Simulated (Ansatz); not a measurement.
Formation energy of PbO2 (PbO2)

```
CELL_PARAMETERS angstrom
0.00000 2.70484 2.70484
2.70484 0.00000 2.70484
2.70484 2.70484 0.00000
ATOMIC_POSITIONS crystal
Pb 0.00000 0.00000 0.00000
O 0.25000 0.25000 0.25000
O 0.75000 0.75000 0.75000
```

The cell comes from a relaxation on PAW files under the same functional, begun from a database entry that needn't be the ground state.

Computed with Ansatz 0.2.0; functional PBE, scalar-relativistic. Settings: a Γ-centred 9×9×9 k mesh, Fermi–Dirac smearing of 0.02 eV, no spin polarisation. Methods: LAPW: all electrons, basis error target 0.5 meV/atom; PAW: frozen-core files, cutoff 420 eV; crystal datasets: all electrons, by PAW datasets that the program makes for each cell.

The elements are taken as O O2 gas, Pb fcc, each relaxed on PAW files under the same functional and computed by the same method as the compound; zero-point and thermal terms are left out.

Spin–orbit coupling is left out, which matters for the heavy atoms. The relaxed volume lies +17 % from the database entry's, so this cell isn't the real material's; missing dispersion or a faulty entry can cause that.

Problem. What is the formation energy by LAPW, and how far do the other methods lie from it?

Solution. -0.677 eV/atom; PAW -6.8 meV/atom; crystal datasets +0.1 meV/atom. The compound is bound against these elements; other compounds of the system weren't compared.

Problem. Give the LAPW value for one formula unit in kJ/mol.

Solution. -0.677 eV/atom × 3 atoms × 96.485 kJ/(mol·eV) = -196.0 kJ/mol, at zero temperature and without zero-point motion.
